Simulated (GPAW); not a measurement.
A run of GPAW 26.7.0:

File run.py:

```python
from ase.calculators.mixing import SumCalculator
from ase.filters import FrechetCellFilter
from ase.io import read, write
from ase.optimize import BFGS
from dftd3.ase import DFTD3
from gpaw import GPAW, PW

atoms = read('POSCAR')

calc = GPAW(mode=PW(600),
            xc='RPBE',
            kpts={'size': (5, 5, 5), 'gamma': True},
            occupations={'name': 'fermi-dirac', 'width': 0.05},
            nbands=37,
            convergence={'density': 1e-05, 'forces': 0.0001},
            maxiter=150,
            txt='gpaw.txt')
atoms.calc = SumCalculator([calc, DFTD3(method='rpbe', damping='d3bj')])
opt = BFGS(FrechetCellFilter(atoms), trajectory='relax.traj', logfile='-')
done = opt.run(fmax=0.02, steps=60)
calc.write('gs.gpw')
write('result.traj', atoms)
print('Converged:', done)
print('Cell:', atoms.cell.cellpar().round(4))
print('Volume:', round(atoms.get_volume(), 4))
print(atoms.get_scaled_positions().round(5))
```

Contents of POSCAR:

```
CsPbCl3
1.0
    5.6050000000      0.0000000000      0.0000000000
    0.0000000000      5.6050000000      0.0000000000
    0.0000000000      0.0000000000      5.6050000000
Pb Cs Cl
1 1 3
Direct
    0.5000000000      0.5000000000      0.5000000000
    0.0000000000      0.0000000000      0.0000000000
    0.5000000000      0.0000000000      0.5000000000
    0.0000000000      0.5000000000      0.5000000000
    0.5000000000      0.5000000000      0.0000000000
```

Potentials or basis: the program's PAW data sets (release 1.2.1) made for this functional, pw.

The run is started by

```bash
$ OMP_NUM_THREADS=1 python run.py
```

Hardware: 1 thread of Arm Neoverse V2, with other jobs on the host.

Task: How long does it take, and how much memory?

Result: It took 110 s on 1 thread of Arm Neoverse V2, on a shared host, peak memory 0.3 GiB. Counts: scf iterations 40, plane waves 5896, bands 37, k points 10, ion steps 4.
